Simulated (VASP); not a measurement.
A run of VASP 6.6.1 is set up as follows.

INCAR

```
PREC = Accurate ; ENCUT = 520
EDIFF = 1E-6 ; ISMEAR = 0
SIGMA = 0.15 ; LREAL = F
LASPH = T ; NELM = 150
ALGO = Normal ; ISIF = 2
LWAVE = F ; LCHARG = F
ISPIN = 2 ; MAGMOM = 0.81 0
LORBIT = 11 ; LMAXMIX = 4
GGA = PE ; NBANDS = 18
```

File KPOINTS:

```
Automatic mesh
0
Gamma
  18 18 18
```

The input POSCAR:

```
CoSi
1.0
    2.7813340000      0.0000000000      0.0000000000
    0.0000000000      2.7813340000      0.0000000000
    0.0000000000      0.0000000000      2.7813340000
Co Si
1 1
Direct
    0.0000000000      0.0000000000      0.0000000000
    0.5000000000      0.5000000000      0.5000000000
```

Potentials or basis: VASP PAW PBE potentials, release 64 (Co, Si).

Command:

```bash
$ cat potpaw_PBE.64/Co/POTCAR potpaw_PBE.64/Si/POTCAR > POTCAR
$ mpirun -np 1 vasp_std > vasp.out
```

Problem. Estimate the band gap on the k mesh.

Solution. None (metal or under the smearing width).

Problem. What does it give for the site moments?

Solution. Co +0.57; Si +0.01 μB.

Problem. What does it give for the net moment?

Solution. 0.57 μB per cell.
